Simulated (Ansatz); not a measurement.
input.yaml (Ansatz)

```yaml
crystal:
  lattice:
    - [-1.5039107248, 1.5039107248, 1.5039107248]
    - [1.5039107248, -1.5039107248, 1.5039107248]
    - [1.5039107248, 1.5039107248, -1.5039107248]
  atoms:
    - { symbol: Pd, position: [0.0, 0.0, 0.0], spin: 0.5 }
hamiltonian:
  xc: pbe
  pseudopotentials:
    kind: paw
    azcp:
      Pd: "pseudopotentials/Pd.paw.azcp"
basis:
  ecutwfc: 420
  fft_grid_basis: typed
kpoints:
  mp_grid: { grid: [23, 23, 23], shift: [0, 0, 0] }
magnetization:
  spin_polarized: true
scf:
  occupations: { method: fermi_dirac, width: 0.05 }
output:
  stress: true
```

and its output:

```
Engine: ansatz 0.2.0, x86_64-unknown-linux-gnu
Pseudopotentials: kind: paw
Pseudopotential: Pd, paw, valence charge 18, recommended cutoff 420 eV (normal) 
Functional definition: PBE
  parameter kappa = 0.804
  parameter beta = 0.06672455060314922
  exchange = pbe_x(kappa = kappa, mu = beta*pi^2/3)
  correlation = pbe_c(beta = beta)
Crystal: 1 atoms, lattice volume = 13.606 Å³
Basis set: ecut = 420 eV, 249 PW (Γ)
Bands: 14, of which v1, the nominal top of the filled ones, is band 9 counted from 1 (8 counted from 0)
Symmetry: 48 space group operations
Space group: Im-3m (ITA 229), of the structure as read, at distance tolerance 2.4e-5 Å
Magnetic group: BNS 229.140 (UNI 1642), of the structure as read, at distance tolerance 2.4e-5 Å
k-points: 364 of 12167
Non-local potential: Pd, projectors of the file, l = 0: 2, l = 1: 2, l = 2: 2, l = 3: 1
PAW form: soft (Blöchl's): semilocal exchange-correlation on the pseudo side does not see the compensation charge
PAW one-centre angular grid: Pd, 590 points (default); XC on 64 Gauss nodes
Initial density: superposition of atomic densities (chi_scale 0.1, normalization cell)
Starting moments: Σ|m| = 0.5 μB on 1 of 1 site
Initial wavefunctions: pseudopotential atomic-orbital guess
Functional: x = pbe(κ = 0.804, μ = 0.2195149727645171), c = pbe(β = 0.06672455060314922)
SCF iter   1: F=—  HF=-6973.440382 eV  |F-HF|=—  |Δ(HF+E_count)|=         —  Δρ=9.73e-2 (↑9.73e-2 ↓5.90e-2)  dr2=2.92e0  dr2_m=8.60e-2  M=0.146 μB ∫|m|=0.153 μB  β_m=0.30  ethr=3.10e-3  ⟨swp⟩=5.3  Hψ=54028  notcnv=0
SCF iter   2: F=—  HF=-6972.698883 eV  |F-HF|=—  |Δ(HF+E_count)|=   7.41e-1  Δρ=3.54e-2 (↑3.54e-2 ↓2.70e-2)  dr2=2.02e-1  dr2_m=4.49e-2  M=0.137 μB ∫|m|=0.145 μB  β_m=0.30  ethr=3.10e-3  ⟨swp⟩=2.8  Hψ=24562  notcnv=0  defer=427
SCF iter   3: F=—  HF=-6972.662795 eV  |F-HF|=—  |Δ(HF+E_count)|=   3.61e-2  Δρ=2.23e-2 (↑1.82e-2 ↓2.23e-2)  dr2=3.20e-2  dr2_m=2.81e-2  M=0.114 μB ∫|m|=0.124 μB  β_m=0.30  ethr=1.12e-3  ⟨swp⟩=2.3  Hψ=15303  notcnv=0  defer=427
SCF iter   4: F=—  HF=-6972.656119 eV  |F-HF|=—  |Δ(HF+E_count)|=   6.68e-3  Δρ=1.23e-2 (↑1.23e-2 ↓1.17e-2)  dr2=9.23e-5  dr2_m=1.80e-2  M=0.094 μB ∫|m|=0.105 μB  β_m=0.30  ethr=1.78e-4  ⟨swp⟩=3.0  Hψ=18420  notcnv=0  defer=427
SCF iter   5: F=—  HF=-6972.658465 eV  |F-HF|=—  |Δ(HF+E_count)|=   2.35e-3  Δρ=9.71e-3 (↑9.64e-3 ↓9.71e-3)  dr2=1.15e-5  dr2_m=1.17e-2  M=0.079 μB ∫|m|=0.089 μB  β_m=0.30  ethr=5.13e-7  ⟨swp⟩=1.6  Hψ=12520  notcnv=0  defer=427
SCF iter   6: F=—  HF=-6972.660011 eV  |F-HF|=—  |Δ(HF+E_count)|=   1.55e-3  Δρ=7.84e-3 (↑7.84e-3 ↓7.83e-3)  dr2=6.54e-8  dr2_m=7.66e-3  M=0.066 μB ∫|m|=0.075 μB  β_m=0.30  ethr=5.56e-10  ⟨swp⟩=3.0  Hψ=39902  notcnv=0
SCF iter   7: F=—  HF=-6972.661016 eV  |F-HF|=—  |Δ(HF+E_count)|=   1.00e-3  Δρ=6.39e-3 (↑6.39e-3 ↓6.38e-3)  dr2=2.26e-8  dr2_m=5.09e-3  M=0.056 μB ∫|m|=0.064 μB  β_m=0.30  ethr=3.63e-10  ⟨swp⟩=4.9  Hψ=32610  notcnv=0
Mixer restart at iter 7: flushing history
spin-set hold released at iteration 7 (site moments contracting): the magnetisation degrees of freedom join the quasi-Newton model from the next iteration; the mixer history was flushed
SCF iter   8: F=—  HF=-6972.661688 eV  |F-HF|=—  |Δ(HF+E_count)|=   6.72e-4  Δρ=5.24e-3 (↑5.24e-3 ↓5.23e-3)  dr2=2.66e-8  dr2_m=3.42e-3  M=0.047 μB ∫|m|=0.054 μB  β_m=0.48  ethr=1.25e-10  ⟨swp⟩=4.8  Hψ=31673  notcnv=0
SCF iter   9: F=—  HF=-6972.663034 eV  |F-HF|=—  |Δ(HF+E_count)|=   1.35e-3  Δρ=1.60e-3 (↑1.60e-3 ↓1.60e-3)  dr2=1.48e-8  dr2_m=3.19e-4  M=0.016 μB ∫|m|=0.020 μB  β_m=0.82  ethr=1.25e-10  ⟨swp⟩=5.0  Hψ=36707  notcnv=0
SCF iter  10: F=—  HF=-6972.663212 eV  |F-HF|=—  |Δ(HF+E_count)|=   1.78e-4  Δρ=1.77e-4 (↑1.77e-4 ↓1.62e-4)  dr2=1.03e-7  dr2_m=3.54e-6  M=0.002 μB ∫|m|=0.003 μB  β_m=0.91  ethr=8.25e-11  ⟨swp⟩=5.0  Hψ=36130  notcnv=0
SCF iter  11: F=—  HF=-6972.663217 eV  |F-HF|=—  |Δ(HF+E_count)|=   4.25e-6  Δρ=3.86e-5 (↑3.57e-5 ↓3.86e-5)  dr2=6.33e-7  dr2_m=1.67e-9  M=0.000 μB ∫|m|=0.000 μB  β_m=0.65  ethr=8.25e-11  ⟨swp⟩=3.6  Hψ=22133  notcnv=0  defer=427
SCF iter  12: F=—  HF=-6972.663216 eV  |F-HF|=—  |Δ(HF+E_count)|=   1.99e-7  Δρ=4.80e-6 (↑4.80e-6 ↓4.15e-6)  dr2=1.55e-9  dr2_m=2.09e-9  M=-0.000 μB ∫|m|=0.000 μB  β_m=0.79  ethr=8.25e-11  ⟨swp⟩=2.0  Hψ=32509  notcnv=0
SCF iter  13: F=—  HF=-6972.663216 eV  |F-HF|=—  |Δ(HF+E_count)|=   5.68e-9  Δρ=1.73e-6 (↑1.73e-6 ↓1.51e-6)  dr2=1.14e-11  dr2_m=3.26e-10  M=0.000 μB ∫|m|=0.000 μB  β_m=0.89  ethr=8.63e-12  ⟨swp⟩=2.7  Hψ=21160  notcnv=0
SCF iter  14: F=-6972.663216 eV  HF=-6972.663216 eV  |F-HF|=7.28e-12  |Δ(HF+E_count)|=  9.40e-10  Δρ=1.45e-7 (↑1.34e-7 ↓1.45e-7)  dr2=9.56e-14  dr2_m=2.41e-12  M=-0.000 μB ∫|m|=0.000 μB  ethr=1.00e-12  ⟨swp⟩=2.5  Hψ=20084  notcnv=0
SCF 1 converged in 14 iterations: F = -6972.663216 eV  dr2 = 9.56e-14
WARN: the starting moments were not kept: the SCF closed with an absolute magnetisation of 1.1e-6 μB, where they sum to 0.5 μB in size (1 site). That is at most 0.1 of that sum. Measured as dr2_m measures the in/out step, that magnetisation stands 3.6e-13 eV from none, at or under the dr2_threshold of 1.0e-7 eV: it is no larger than a step whose dr2_m would equal this threshold. The system may hold no moment; this SCF shows only that its start led to no more than that. To try another start: raise the starting moments (crystal.atoms[].spin, magnetization.per_species, magnetization.initial_magnetization, or on a non-collinear deck that types none of these the spinor_matrix: blocks that start its atoms; where the total moment is fixed, keep their sum and leave initial_magnetization as it is; typed ones take the place of any that the run laid by itself, positive ones on a crystal's lanthanoids without a Hubbard term where scf.initial_density.shell_occupations: [] is typed) or, if the notice of its spin-set hold's release reads "site moments contracting" or "site moments show no strong build", lengthen the hold (scf.mixing.spin_hold: { on: { confirm: 4 } }; for m-r²SCAN on two components see the key's manual first). Each may lead to a state that holds a moment. A second SCF, from the converged charge density, with the starting moments and any scf.initial_density.shell_occupations laid on it anew, would have followed, and was not run: the deck does not ask for one (magnetization.retry_lost_moments is false, the default). To let it run, set magnetization.retry_lost_moments: true and run the deck again, where that key's refused combinations let it; where memory then withholds it, that run's warning says so.
SCF converged after 14 iterations
Magnetization: -0.0000 μB (9.0000 up, 9.0000 down)
Absolute magnetization: 0.0000 μB (∫|ρ↑−ρ↓|, with the PAW one-centre terms)
Spin contamination: 0.0000 ħ² per cell (⟨S²⟩ above its minimum at these occupations)
Per-site moments (μB) at R_I (Å): [(2.6912952886723914e-7, 1.074500536478051)]
Free energy (F): -6972.663216 eV
Harris-Foulkes:  -6972.663216 eV  (|F-HF|=7.28e-12)
Internal energy: -6972.654847 eV  (E = F + TS)
E sigma→0 (E₀):  -6972.659032 eV
Entropy (-TS):   -0.008369 eV (-8.369 meV/atom)
Fermi energy:    22.053127 eV
--- Per-component energies (eV) ---
  E_band       = -100.893399
  E_kinetic    = 516.743277
  E_local      = -1635.853580  (includes V_loc(G=0)·N_el)
  E_nonlocal   = 217.221008
  E_hartree    = 672.086910
  E_xc         = -169.886145
  E_vxc        = -213.289995  (∫ρ·V_xc dr)
  E_paw        = -3750.526774  (= ΣΔE_a)
  E_vpaw       = -329.888107  (= ΣTr[D̂ρ^β])
  E_aug_tail   = 0.000194  (compensation charges beyond the density's cutoff)
  E_ewald      = -2822.439737
  E_smearing   = -0.008369  (= −TS)
  E_closure    = -0.000000  (closes the sum)
  Σ components = -6972.663216   (vs F -6972.663216, Δ=0.00e0)
--- Stress (GPa, compression-positive) ---
       29.376301      -0.000000       0.000000
       -0.000000      29.376301      -0.000000
       -0.000000       0.000000      29.376301
  P = ⅓ Tr σ = 29.3763 GPa (293.763 kbar)
```
